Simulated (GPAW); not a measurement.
Consider Si vacancy in ScSi2.

```
Sc Si
1.0
    -5.49000    3.16965    0.00000
    -5.49000   -3.16965    0.00000
     0.00000    0.00000    7.74000
Sc Si
6 11
Direct
  0.00000 0.01006 0.99417
  0.34339 0.32328 0.99417
  0.00000 0.01006 0.50583
  0.65661 0.66667 0.99417
  0.34339 0.32328 0.50583
  0.65661 0.66667 0.50583
  0.33333 0.00000 0.25000
  0.00000 0.66667 0.75000
  0.66667 0.33333 0.25000
  0.33333 0.00000 0.75000
  0.66667 0.33333 0.75000
  0.25820 0.66667 0.25000
  0.74179 0.92487 0.25000
  0.33311 0.66667 0.75000
  0.00000 0.40846 0.25000
  0.66689 0.99978 0.75000
  0.00000 0.33356 0.75000
```

Absorber: atom 11, with 3 Si at 2.11 Å (trigonal planar). Method: GPAW, PBE, excited-electron core hole (neutral cell), 17-atom cell with 6.3 Å between holes, 5×5×4 k points, dipole transitions, Gaussian full width 0.9 eV up to 4 eV, rising linearly to 3.5 eV at 25 eV.

**Question.** Predict the near-edge structure at the Si K edge.

Main maxima up to 24 eV above the zero (height): 4.6 eV (1.53), 7.5 eV (1.13), 12.1 eV (1.14) and 14.3 eV (1.12). A K edge sees empty p states on the absorber. The total-energy difference is 1836.24 eV. The tabulated edge of the element is 1839 eV. The functional leaves an error of a few eV in such absolute values.

The Si K spectrum (energy from the lowest empty level; intensity scaled to a mean of 1 over the first 20 eV):

```
E (eV)  isotropic  ε ∥ x  ε ∥ z
  -2.0       0.00   0.00   0.00
  -1.4       0.00   0.00   0.00
  -0.8       0.02   0.02   0.02
  -0.2       0.28   0.28   0.30
   0.4       0.69   0.68   0.70
   1.0       0.69   0.78   0.52
   1.6       0.87   1.01   0.60
   2.2       0.94   1.12   0.58
   2.8       0.96   1.05   0.78
   3.4       1.04   0.90   1.32
   4.0       1.33   0.98   2.01
   4.6       1.53   1.06   2.47
   5.2       1.36   1.11   1.87
   5.8       1.32   1.32   1.32
   6.4       1.19   1.27   1.03
   7.0       1.10   1.07   1.14
   7.6       1.12   0.95   1.47
   8.2       0.99   0.77   1.41
   8.8       0.86   0.73   1.12
   9.4       0.84   0.80   0.90
  10.0       0.87   0.90   0.81
  10.6       0.94   1.01   0.82
  11.2       1.04   1.12   0.87
  11.8       1.12   1.24   0.88
  12.4       1.13   1.28   0.82
  13.0       1.10   1.27   0.75
  13.6       1.10   1.27   0.76
  14.2       1.12   1.27   0.83
  14.8       1.10   1.21   0.87
  15.4       1.02   1.12   0.83
  16.0       0.93   1.01   0.75
  16.6       0.86   0.94   0.68
  17.2       0.82   0.90   0.66
  17.8       0.80   0.86   0.67
  18.4       0.78   0.82   0.70
  19.0       0.77   0.79   0.73
  19.6       0.76   0.77   0.76
  20.2       0.76   0.75   0.78
  20.8       0.76   0.74   0.80
  21.4       0.76   0.72   0.83
  22.0       0.76   0.71   0.87
  22.6       0.76   0.70   0.89
  23.2       0.77   0.71   0.90
  23.8       0.80   0.75   0.90
  24.4       0.86   0.84   0.91
  25.0       0.96   0.97   0.93
```

The hole lies in one spin channel, while the script sums the empty states of both and takes the lower zero; where the two channels are split, this blurs and shifts the curve. The starting moments shrank to 0.00 μB or less, so this is hardly a magnetic state. In so small a cell the defects form an ordered array, and no site is far from one. The holes are only 6.3 Å apart, so the shape is probably not converged with cell size; no larger cell was run here. The mesh is coarse (0.23 Å⁻¹ between points), so small maxima may be mesh ripples.

[Banner, clock and machine lines of the logs are left out without a mark of their own.]

[Logs are printed without paths, hosts, clocks, repeated set-up lines and the standing remarks that a program may print on its own settings, such as how far it seeks lower states.]

[Hosts, paths, dates, database ids (printed as entryN), source tags and the programs' standing remarks are cut or masked in the printed files.]

[Lists of maxima count a maximum above −3 eV only where it reaches 4 % of the highest in the window and stands out from its surroundings by 2 % of it (1.5 % where it reaches 55 %); shoulders and weaker maxima are passed over, and of the rest the first, up to two pre-edge ones and the few strongest are named.]
